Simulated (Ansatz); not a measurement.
# Si on a C(101) slab cut from the P6_3/mmc phase: a probe moved over the surface at fixed height

How does the energy of Si on a C(101) slab cut from the P6_3/mmc phase (20 atoms of substrate and one adsorbate in a 2 × 1 cell) change over two coordinates at once? A grid of runs gives the map.

The COD entry's cell or inner coordinates are ideal or old and differ from later refinements, so a difference from it is no clean test against experiment.

Method: DFT PBE+D3(BJ), scalar-relativistic, plane waves, PAW, in Ansatz 0.2.0.

8 further runs of the same task are left out: 8 set aside as unsound or not needed.

**1. Starting point**

It takes space group P6_3/mmc (No. 194, hexagonal). The conventional cell has a = 2.465 Å, b = 2.465 Å, c = 6.744 Å, α = 90.00°, β = 90.00°, γ = 120.00°. C (site symmetry -6m2) has 3 C at 1.42 Å as nearest neighbours.

Structure file:

```cif
data_structure
_symmetry_space_group_name_H-M 'P 1'
_symmetry_Int_Tables_number 1
_cell_length_a 2.4650
_cell_length_b 2.4650
_cell_length_c 6.7439
_cell_angle_alpha 90.000
_cell_angle_beta 90.000
_cell_angle_gamma 120.000
_cell_volume 35.49
loop_
_atom_site_label
_atom_site_type_symbol
_atom_site_fract_x
_atom_site_fract_y
_atom_site_fract_z
_atom_site_occupancy
C1 C 0.00000 0.00000 0.00250 1
C2 C 0.00000 0.00000 0.50250 1
C3 C 0.33333 0.66667 0.00250 1
C4 C 0.66667 0.33333 0.50250 1
```

It is the result of an earlier relaxation at this level (volume 8.87 Å³/atom; gap on the mesh: none (metal)).

**2. Setting up the map**

Atoms count from 1 in the order of the input.

Si is moved over the surface cell at a fixed height above a rigid substrate; the origin of the map has the adsorbate above C19; the height is held at 3.10 Å.

The axes are (1) position of Si21 along the first surface vector, from above C19: 4 values from 0.00 to 0.75, periodic; (2) position of Si21 along the second surface vector, from above C19: 4 values from 0.00 to 0.75, periodic.

Nothing else is relaxed. Points are written as (first, second).

The two vectors of the plane (Å): (2.465, 0.000, 0.000); (-1.232, 7.074, 0.000).

Below, 8 of the grid's runs; all are launched alike.

**3. Point (0/4, 0/4) of the map's two axes**

The cell repeats along c, and a dipole correction in the vacuum removes the field between the copies.

input.yaml reads:

```yaml
crystal:
  lattice:
    - [4.9300510483, 0.0, 0.0]
    - [-1.2325127621, 7.0736882673, 0.0]
    - [0.0, 0.0, 22.1293523549]
  atoms:
    - { symbol: C, position: [0.3858166895, 0.5432667578, 0.1807554029] }
    - { symbol: C, position: [0.8858166895, 0.5432667578, 0.1807554029] }
    - { symbol: C, position: [0.2722014076, 0.0888056305, 0.226740459] }
    - { symbol: C, position: [0.7722014076, 0.0888056305, 0.226740459] }
    - { symbol: C, position: [0.4009962183, 0.6039848731, 0.2420688497] }
    - { symbol: C, position: [0.9009962183, 0.6039848731, 0.2420688497] }
    - { symbol: C, position: [0.0297911243, 0.1191644973, 0.2573972018] }
    - { symbol: C, position: [0.5297911243, 0.1191644973, 0.2573972018] }
    - { symbol: C, position: [0.1585861258, 0.6343445031, 0.2727255152] }
    - { symbol: C, position: [0.6585861258, 0.6343445031, 0.2727255152] }
    - { symbol: C, position: [0.0461074868, 0.1844301691, 0.3199090572] }
    - { symbol: C, position: [0.5461074868, 0.1844301691, 0.3199090572] }
    - { symbol: C, position: [0.1537589873, 0.6150359018, 0.3368154657] }
    - { symbol: C, position: [0.6537589873, 0.6150359018, 0.3368154657] }
    - { symbol: C, position: [0.3084764848, 0.2339064522, 0.3480645378] }
    - { symbol: C, position: [0.8084764848, 0.2339064522, 0.3480645378] }
    - { symbol: C, position: [0.3880568074, 0.5522270554, 0.3629961795] }
    - { symbol: C, position: [0.8880568074, 0.5522270554, 0.3629961795] }
    - { symbol: C, position: [0.3445502047, 0.3782016492, 0.3944694004] }
    - { symbol: C, position: [0.8445502047, 0.3782016492, 0.3944694004] }
    - { symbol: Si, position: [0.3445502047, 0.3782016492, 0.5345548376] }
basis:
  ecutwfc: 420
kpoints:
  mp_grid: { grid: [6, 4, 1] }
hamiltonian:
  xc: pbe
  pseudopotentials: { kind: paw, azcp: { folder: soft_1 } }
  dispersion: d3bj
scf:
  occupations: { method: gaussian, width: 0.1 }
output:
  forces: true
  eigenvalues: true
efield:
  axis: 3
  dipole_correction: true
  ramp_width: 0.04
```

Run with:

```console
$ ansatz run input.yaml --threads 4 --pin off --max-ram 12288MiB --backend cpu --events-out ev --progress --plain --runs-dir out
```

Output (excerpt; [...] marks lines left out):

```text
Warning: RAYON_NUM_THREADS=4 ignored (pool sized by the plan → 4); use --threads N
[...]
Pseudopotentials: kind: paw
Pseudopotential: C, paw, valence charge 4, recommended cutoff 420 eV (normal), <dir>
Pseudopotential: Si, paw, valence charge 4, recommended cutoff 420 eV (normal), <dir>
Functional definition: PBE
[...]
Crystal: 21 atoms, lattice volume = 771.731 Å³
Basis set: ecut = 420 eV, 15071 PW (Γ), exchange–correlation on 72×96×300 points (8 copies of the dense FFT grid, shifted against one another)
Bands: 63, of which v1, the nominal top of the filled ones, is band 42 counted from 1 (41 counted from 0)
Symmetry: 1 space group operations
Space group: P1 (ITA 1), of the structure as read, at distance tolerance 9.2e-5 Å
k-points: 14 of 24 (time reversal used)
[...]
SCF iter   1: F=—  HF=-5644.703362 eV  |F-HF|=—  |Δ(HF+E_count)|=         —  Δρ=6.50e-2  dr2=7.46e1  ethr=3.10e-3  p=0.000 e·Å  D=2.68e-8 V/Å  ΔV_dip=-0.00 eV  dr2_dipole=1.92e1  V_vac-E_F(+/−)=7.90/7.90 eV  ⟨swp⟩=11.2  Hψ=5319  notcnv=0  defer=79
[...]
SCF iter  34: F=-5628.169145 eV  HF=-5628.169145 eV  |F-HF|=1.04e-7  |Δ(HF+E_count)|=   3.51e-7  Δρ=2.19e-6  dr2=7.35e-8  ethr=1.19e-10  p=0.652 e·Å  D=1.53e-1 V/Å  ΔV_dip=-3.38 eV  dr2_dipole=2.06e-9  V_vac-E_F(+/−)=3.95/7.33 eV  ⟨swp⟩=32.9  Hψ=9754  notcnv=0
[...]
SCF converged after 34 iterations
Free energy (F): -5628.169145 eV
[...]
E sigma→0 (E₀):  -5628.111610 eV
Entropy (-TS):   -0.115072 eV (-5.480 meV/atom)
Fermi energy:    -2.356180 eV
Dipole field:    D = 0.152894 V/Å  (p = 0.652070 e·Å, saw-weighted, corrected)
Work function:   Φ+ = 3.9505 eV   Φ− = 7.3340 eV
Levels:          The Fermi level and band energies are counted from a zero that moves with the ramp; work functions are not
[...]
--- Forces (eV/Å), atoms counted from 1 ---
  atom   1  C      0.00005034     0.33869174     1.43157984
  atom   2  C     -0.00011497     0.35487955     1.45902854
  atom   3  C     -0.00218163     0.55562469     1.78519534
  atom   4  C      0.00224933     0.61981367     1.76514028
  atom   5  C     -0.00000085     0.60102885    -2.38665020
  atom   6  C      0.00059055     0.54833667    -2.45745064
  atom   7  C      0.01585102    -0.86464414    -1.57247437
  atom   8  C     -0.01585910    -0.86979983    -1.57046771
[...]
--- Band table (eV; the first three rows and the last of 14) ---
[...]
```

Wall time 50 s (4 threads of Intel Xeon Platinum 8488C (Sapphire Rapids), shared host); peak memory 1.5 GiB.

This gives work function 3.95 eV (top face), 7.33 eV (bottom face); dipole along +c 0.652 e·Å per cell.

**4. The run at (0/4, 2/4) of the map's two axes**

Changes to input.yaml since step 3:

```diff
@@ -26,3 +26,3 @@
     - { symbol: C, position: [0.8445502047, 0.3782016492, 0.3944694004] }
-    - { symbol: Si, position: [0.3445502047, 0.3782016492, 0.5345548376] }
+    - { symbol: Si, position: [0.3445502047, 0.8782016492, 0.5345548376] }
 basis:
```

Run with:

```console
$ ansatz run input.yaml --threads 4 --pin off --max-ram 12288MiB --backend cpu --events-out ev --progress --plain --runs-dir out
```

Output (excerpt; [...] marks lines left out):

```text
[...]
SCF converged after 32 iterations
Free energy (F): -5627.491443 eV
[...]
E sigma→0 (E₀):  -5627.416690 eV
Entropy (-TS):   -0.149508 eV (-7.119 meV/atom)
Fermi energy:    -2.472638 eV
Dipole field:    D = 0.137028 V/Å  (p = 0.584403 e·Å, saw-weighted, corrected)
Work function:   Φ+ = 4.2768 eV   Φ− = 7.3091 eV
Levels:          The Fermi level and band energies are counted from a zero that moves with the ramp; work functions are not
[...]
--- Forces (eV/Å), atoms counted from 1 ---
  atom   1  C     -0.00016999     0.38904519     1.53160999
  atom   2  C      0.00005495     0.38600963     1.53139674
  atom   3  C      0.00396461     0.48352354     1.87063945
  atom   4  C     -0.00324607     0.47329123     1.88268079
  atom   5  C     -0.00138951     0.54638470    -2.54246214
  atom   6  C      0.00126334     0.55854626    -2.54041831
  atom   7  C     -0.00286841    -0.75414007    -1.68767204
  atom   8  C      0.00230026    -0.75520415    -1.69213703
[...]
--- Band table (eV; the first three rows and the last of 14) ---
[...]
```

It took 42 s on 4 threads of Intel Xeon Platinum 8488C (Sapphire Rapids), shared host; peak memory 1.5 GiB.

This gives work function 4.28 eV (top face), 7.31 eV (bottom face); dipole along +c 0.584 e·Å per cell.

**5. The run at (2/4, 2/4) of the map's two axes**

Changes to input.yaml since step 4:

```diff
@@ -26,3 +26,3 @@
     - { symbol: C, position: [0.8445502047, 0.3782016492, 0.3944694004] }
-    - { symbol: Si, position: [0.3445502047, 0.8782016492, 0.5345548376] }
+    - { symbol: Si, position: [0.5945502047, 0.8782016492, 0.5345548376] }
 basis:
```

Run with:

```console
$ ansatz run input.yaml --threads 4 --pin off --max-ram 12288MiB --backend cpu --events-out ev --progress --plain --runs-dir out
```

Output (excerpt; [...] marks lines left out):

```text
Warning: RAYON_NUM_THREADS=4 ignored (pool sized by the plan → 4); use --threads N
[...]
[... 4 set-up lines as earlier in the session ...]
[...]
Crystal: 21 atoms, lattice volume = 771.731 Å³
Basis set: ecut = 420 eV, 15071 PW (Γ), exchange–correlation on 72×96×300 points (8 copies of the dense FFT grid, shifted against one another)
Bands: 63, of which v1, the nominal top of the filled ones, is band 42 counted from 1 (41 counted from 0)
[... 2 set-up lines as earlier in the session ...]
k-points: 14 of 24 (time reversal used)
[...]
SCF converged after 30 iterations
Free energy (F): -5627.491418 eV
[...]
E sigma→0 (E₀):  -5627.416678 eV
Entropy (-TS):   -0.149479 eV (-7.118 meV/atom)
Fermi energy:    -2.472711 eV
Dipole field:    D = 0.137126 V/Å  (p = 0.584824 e·Å, saw-weighted, corrected)
Work function:   Φ+ = 4.2759 eV   Φ− = 7.3105 eV
Levels:          The Fermi level and band energies are counted from a zero that moves with the ramp; work functions are not
[...]
--- Forces (eV/Å), atoms counted from 1 ---
  atom   1  C     -0.00006772     0.38979458     1.53337841
  atom   2  C      0.00018552     0.38528738     1.52955654
  atom   3  C      0.00200355     0.48567353     1.87185755
  atom   4  C     -0.00257348     0.47093109     1.88116433
  atom   5  C      0.00241316     0.54636476    -2.54575178
  atom   6  C     -0.00211454     0.55860019    -2.53709636
  atom   7  C     -0.00148977    -0.75619012    -1.69734172
  atom   8  C      0.00195193    -0.75310965    -1.68295254
[...]
--- Band table (eV; the first three rows and the last of 14) ---
[...]
```

Run time: 45 s. Hardware: 4 threads of Intel Xeon Platinum 8488C (Sapphire Rapids), shared host; peak memory 1.5 GiB.

From the log: work function 4.28 eV (top face), 7.31 eV (bottom face); dipole along +c 0.585 e·Å per cell.

**6. Point (0/4, 3/4) of the map's two axes**

Changes to input.yaml since step 5:

```diff
@@ -26,3 +26,3 @@
     - { symbol: C, position: [0.8445502047, 0.3782016492, 0.3944694004] }
-    - { symbol: Si, position: [0.5945502047, 0.8782016492, 0.5345548376] }
+    - { symbol: Si, position: [0.3445502047, 1.1282016492, 0.5345548376] }
 basis:
```

Run with:

```console
$ ansatz run input.yaml --threads 4 --pin off --max-ram 12288MiB --backend cpu --events-out ev --progress --plain --runs-dir out
```

Output (excerpt; [...] marks lines left out):

```text
[...]
SCF converged after 31 iterations
Free energy (F): -5627.727344 eV
[...]
E sigma→0 (E₀):  -5627.661646 eV
Entropy (-TS):   -0.131395 eV (-6.257 meV/atom)
Fermi energy:    -2.409919 eV
Dipole field:    D = 0.146507 V/Å  (p = 0.624832 e·Å, saw-weighted, corrected)
Work function:   Φ+ = 4.0874 eV   Φ− = 7.3295 eV
Levels:          The Fermi level and band energies are counted from a zero that moves with the ramp; work functions are not
[...]
--- Forces (eV/Å), atoms counted from 1 ---
  atom   1  C     -0.00154203     0.35706143     1.46185937
  atom   2  C      0.00060921     0.37660586     1.49399173
  atom   3  C      0.01786870     0.52912663     1.84850673
  atom   4  C     -0.02013728     0.55078297     1.84145222
  atom   5  C      0.00256422     0.57834465    -2.43526045
  atom   6  C      0.00067493     0.55385916    -2.50219024
  atom   7  C      0.01302864    -0.81219979    -1.66048652
  atom   8  C     -0.01042200    -0.81923575    -1.63225399
[...]
--- Band table (eV; the first three rows and the last of 14) ---
[...]
```

It took 46 s on 4 threads of Intel Xeon Platinum 8488C (Sapphire Rapids), shared host; peak memory 1.5 GiB.

Read from this run: work function 4.09 eV (top face), 7.33 eV (bottom face); dipole along +c 0.625 e·Å per cell.

**7. Grid point (2/4, 1/4) of the map's two axes**

Changes to input.yaml since step 6:

```diff
@@ -26,3 +26,3 @@
     - { symbol: C, position: [0.8445502047, 0.3782016492, 0.3944694004] }
-    - { symbol: Si, position: [0.3445502047, 1.1282016492, 0.5345548376] }
+    - { symbol: Si, position: [0.5945502047, 0.6282016492, 0.5345548376] }
 basis:
```

Run with:

```console
$ ansatz run input.yaml --threads 4 --pin off --max-ram 12288MiB --backend cpu --events-out ev --progress --plain --runs-dir out
```

Output (excerpt; [...] marks lines left out):

```text
[...]
SCF converged after 31 iterations
Free energy (F): -5627.690786 eV
[...]
E sigma→0 (E₀):  -5627.628004 eV
Entropy (-TS):   -0.125565 eV (-5.979 meV/atom)
Fermi energy:    -2.414078 eV
Dipole field:    D = 0.144972 V/Å  (p = 0.618283 e·Å, saw-weighted, corrected)
Work function:   Φ+ = 4.1060 eV   Φ− = 7.3141 eV
Levels:          The Fermi level and band energies are counted from a zero that moves with the ramp; work functions are not
[...]
--- Forces (eV/Å), atoms counted from 1 ---
  atom   1  C     -0.00174168     0.37929529     1.51512831
  atom   2  C      0.00146829     0.37206522     1.51431009
  atom   3  C     -0.00756536     0.50646290     1.81127207
  atom   4  C      0.00400831     0.47798368     1.82481322
  atom   5  C      0.00708961     0.55969674    -2.52142380
  atom   6  C     -0.00365256     0.56713422    -2.51750635
  atom   7  C     -0.00633048    -0.76088882    -1.65672508
  atom   8  C      0.00922399    -0.77813647    -1.60965257
[...]
--- Band table (eV; the first three rows and the last of 14) ---
[...]
```

It took 53 s on 4 threads of Intel Xeon Platinum 8488C (Sapphire Rapids), shared host; peak memory 1.5 GiB.

From the log: work function 4.11 eV (top face), 7.31 eV (bottom face); dipole along +c 0.618 e·Å per cell.

**8. Grid point (2/4, 3/4) of the map's two axes**

Changes to input.yaml since step 7:

```diff
@@ -26,3 +26,3 @@
     - { symbol: C, position: [0.8445502047, 0.3782016492, 0.3944694004] }
-    - { symbol: Si, position: [0.5945502047, 0.6282016492, 0.5345548376] }
+    - { symbol: Si, position: [0.5945502047, 1.1282016492, 0.5345548376] }
 basis:
```

Run with:

```console
$ ansatz run input.yaml --threads 4 --pin off --max-ram 12288MiB --backend cpu --events-out ev --progress --plain --runs-dir out
```

Output (excerpt; [...] marks lines left out):

```text
Warning: RAYON_NUM_THREADS=4 ignored (pool sized by the plan → 4); use --threads N
[...]
[... 4 set-up lines as earlier in the session ...]
[...]
Crystal: 21 atoms, lattice volume = 771.731 Å³
Basis set: ecut = 420 eV, 15071 PW (Γ), exchange–correlation on 72×96×300 points (8 copies of the dense FFT grid, shifted against one another)
Bands: 63, of which v1, the nominal top of the filled ones, is band 42 counted from 1 (41 counted from 0)
[... 2 set-up lines as earlier in the session ...]
k-points: 14 of 24 (time reversal used)
[...]
SCF converged after 37 iterations
Free energy (F): -5627.717030 eV
[...]
E sigma→0 (E₀):  -5627.650316 eV
Entropy (-TS):   -0.133429 eV (-6.354 meV/atom)
Fermi energy:    -2.408170 eV
Dipole field:    D = 0.146563 V/Å  (p = 0.625069 e·Å, saw-weighted, corrected)
Work function:   Φ+ = 4.0856 eV   Φ− = 7.3290 eV
Levels:          The Fermi level and band energies are counted from a zero that moves with the ramp; work functions are not
[...]
--- Forces (eV/Å), atoms counted from 1 ---
  atom   1  C     -0.00266787     0.37156516     1.48411655
  atom   2  C      0.00360643     0.36191087     1.46982410
  atom   3  C      0.05032112     0.54574205     1.84195408
  atom   4  C     -0.04768311     0.53525085     1.84413006
  atom   5  C      0.00221480     0.56045168    -2.48141321
  atom   6  C     -0.00505554     0.57290529    -2.45236866
  atom   7  C     -0.00658931    -0.81234540    -1.66968452
  atom   8  C      0.00375755    -0.81732102    -1.61109689
[...]
--- Band table (eV; the first three rows and the last of 14) ---
[...]
```

It took 50 s on 4 threads of Intel Xeon Platinum 8488C (Sapphire Rapids), shared host; peak memory 1.5 GiB.

From the log: work function 4.09 eV (top face), 7.33 eV (bottom face); dipole along +c 0.625 e·Å per cell.

**9. Grid point (3/4, 2/4) of the map's two axes**

Changes to input.yaml since step 8:

```diff
@@ -26,3 +26,3 @@
     - { symbol: C, position: [0.8445502047, 0.3782016492, 0.3944694004] }
-    - { symbol: Si, position: [0.5945502047, 1.1282016492, 0.5345548376] }
+    - { symbol: Si, position: [0.7195502047, 0.8782016492, 0.5345548376] }
 basis:
```

Run with:

```console
$ ansatz run input.yaml --threads 4 --pin off --max-ram 12288MiB --backend cpu --events-out ev --progress --plain --runs-dir out
```

Output (excerpt; [...] marks lines left out):

```text
[...]
SCF converged after 31 iterations
Free energy (F): -5627.490682 eV
[...]
E sigma→0 (E₀):  -5627.415896 eV
Entropy (-TS):   -0.149573 eV (-7.123 meV/atom)
Fermi energy:    -2.472192 eV
Dipole field:    D = 0.137085 V/Å  (p = 0.584647 e·Å, saw-weighted, corrected)
Work function:   Φ+ = 4.2760 eV   Φ− = 7.3096 eV
Levels:          The Fermi level and band energies are counted from a zero that moves with the ramp; work functions are not
[...]
--- Forces (eV/Å), atoms counted from 1 ---
  atom   1  C      0.00000910     0.38760872     1.53170934
  atom   2  C     -0.00001024     0.38657904     1.52915092
  atom   3  C     -0.00088993     0.47892167     1.87610101
  atom   4  C      0.00095031     0.47574144     1.87420960
  atom   5  C      0.00257434     0.55290066    -2.54260098
  atom   6  C     -0.00248297     0.55295823    -2.53791575
  atom   7  C      0.00060598    -0.75515579    -1.69545697
  atom   8  C     -0.00064604    -0.75214898    -1.68198366
[...]
--- Band table (eV; the first three rows and the last of 14) ---
[...]
```

Wall time 43 s (4 threads of Intel Xeon Platinum 8488C (Sapphire Rapids), shared host); peak memory 1.5 GiB.

Read from this run: work function 4.28 eV (top face), 7.31 eV (bottom face); dipole along +c 0.585 e·Å per cell.

**10. The run at (1/4, 3/4) of the map's two axes**

Changes to input.yaml since step 9:

```diff
@@ -26,3 +26,3 @@
     - { symbol: C, position: [0.8445502047, 0.3782016492, 0.3944694004] }
-    - { symbol: Si, position: [0.7195502047, 0.8782016492, 0.5345548376] }
+    - { symbol: Si, position: [0.4695502047, 1.1282016492, 0.5345548376] }
 basis:
```

Run with:

```console
$ ansatz run input.yaml --threads 4 --pin off --max-ram 12288MiB --backend cpu --events-out ev --progress --plain --runs-dir out
```

Output (excerpt; [...] marks lines left out):

```text
[...]
SCF converged after 31 iterations
Free energy (F): -5627.717062 eV
[...]
E sigma→0 (E₀):  -5627.650361 eV
Entropy (-TS):   -0.133402 eV (-6.352 meV/atom)
Fermi energy:    -2.408109 eV
Dipole field:    D = 0.146499 V/Å  (p = 0.624799 e·Å, saw-weighted, corrected)
Work function:   Φ+ = 4.0863 eV   Φ− = 7.3283 eV
Levels:          The Fermi level and band energies are counted from a zero that moves with the ramp; work functions are not
[...]
--- Forces (eV/Å), atoms counted from 1 ---
  atom   1  C     -0.00355096     0.36287516     1.47010572
  atom   2  C      0.00261353     0.37064755     1.48381388
  atom   3  C      0.04778760     0.53719577     1.84421826
  atom   4  C     -0.05011599     0.54386015     1.84188620
  atom   5  C      0.00487138     0.57112510    -2.45250160
  atom   6  C     -0.00167005     0.56231539    -2.48126473
  atom   7  C      0.00632884    -0.81092493    -1.67136279
  atom   8  C     -0.00364166    -0.81888029    -1.60969308
[...]
--- Band table (eV; the first three rows and the last of 14) ---
[...]
```

Wall time 44 s (4 threads of Intel Xeon Platinum 8488C (Sapphire Rapids), shared host); peak memory 1.5 GiB.

Read from this run: work function 4.09 eV (top face), 7.33 eV (bottom face); dipole along +c 0.625 e·Å per cell.

**11. All points together**

16 points were computed. Energies in eV, from the lowest computed point:

```csv
"position of Si21 along the second surface vector, from above C19 ↓, position of Si21 along the first surface vector, from above C19 →",0/4,1/4,2/4,3/4
3/4,0.44,0.45,0.45,0.44
2/4,0.68,0.68,0.68,0.68
1/4,0.47,0.47,0.48,0.48
0/4,0.00,0.02,0.04,0.02
```

On the same grid, dipole moment (e·Å):

```
position of Si21 along the second surface vector, from above C19 ↓, position of Si21 along the first surface vector, from above C19 →    0/4    1/4    2/4    3/4
                                                                                                                                  3/4  0.625  0.625  0.625  0.625
                                                                                                                                  2/4  0.584  0.584  0.585  0.585
                                                                                                                                  1/4  0.618  0.618  0.618  0.618
                                                                                                                                  0/4  0.652  0.655  0.659  0.655
```

**12. What came out**

| quantity | value |
| --- | --- |
| lowest point | the top site over a surface C atom, (0/4, 0/4) of the map's two axes |
| highest computed point | (3/4, 2/4) of the map's two axes, 0.68 eV above the lowest |
| dipole moment (e·Å) | 0.584 at (0/4, 2/4) of the map's two axes to 0.659 at (2/4, 0/4) of the map's two axes; 0.652 at the lowest point |
| time for all points | 14 min on 4 threads, shared host |

**Reading.** The lowest computed point is at the top site over a surface C atom, (0/4, 0/4) of the map's two axes. The highest computed point, (3/4, 2/4) of the map's two axes, lies 0.68 eV above the lowest. The runs have no spin polarisation, so an open-shell adsorbate far from the surface lies too high. The host is rigid and the atom is kept to this plane, so wells and barriers of the map are not those of diffusion.
